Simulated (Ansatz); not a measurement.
## Response of Ni to small distortions

```
CELL_PARAMETERS angstrom
2.44802 0.00000 0.00000
-1.22401 2.12005 0.00000
0.00000 0.00000 4.07281
ATOMIC_POSITIONS crystal
Ni 0.33333 0.66667 0.25000
Ni 0.66667 0.33333 0.75000
```

Atoms are numbered in the order listed.

Structure from Materials Project entry mp-10257 (possibly hypothetical), not relaxed further.

The magnetic state is the one reached from the start moments; no search over orders was made, so it needn't be the ground state.

Method: DFT, LDA, all-electron PAW with datasets made for the crystal, scalar-relativistic (Ansatz 0.2.0).

Settings: a Γ-centred 15×15×8 k mesh, Fermi–Dirac smearing of 0.08 eV, cutoff 340 eV (chosen by the program for this cell), spin-polarised from start moments Ni1 1.5, Ni2 1.5 μB.

The unchanged cell is at -10.77 GPa, so energy changes include a term −P ΔV where the volume moves.

In a metal, stresses and small energies carry noise from the k mesh.

x, y and z are the Cartesian axes of the cell as listed; fractional coordinates follow a strain, and an engineering shear is twice the off-diagonal strain component.

**Question.** One change gave: energy change +11 meV/atom; stress change (xx, yy, zz, yz, xz, xy) 25.84, 25.84, 10.61, 0.00, 0.00, 0.00 GPa, compression positive; moment 1.25 → 1.19 μB. Which change was it?
A. x and y strained by -1.5 %, z held
B. atom 1 (Ni) moved by (0.1414, 0.1414, 0.0000) Å
C. x and y strained by -4 %, z held

**Answer.** C. For x and y strained by -1.5 %, z held: energy change -11 meV/atom; stress change (xx, yy, zz, yz, xz, xy) 8.16, 8.16, 3.59, 0.00, 0.00, 0.00 GPa, compression positive; moment 1.25 → 1.24 μB. For atom 1 (Ni) moved by (0.1414, 0.1414, 0.0000) Å: energy change +17 meV/atom; stress change (xx, yy, zz, yz, xz, xy) -1.92, 1.67, 2.12, 0.00, 0.00, -1.77 GPa, compression positive; change of the force on Ni1 (-0.164, -0.260, 0.000) eV/Å; moment 1.25 → 1.24 μB.

**Question.** What force constant does this one finite step give for Ni1 along its displacement (all its periodic images move with it)?

**Answer.** k = −ΔF·u/|u|² = 1.50 eV/Å², so the force pulls the atom back.
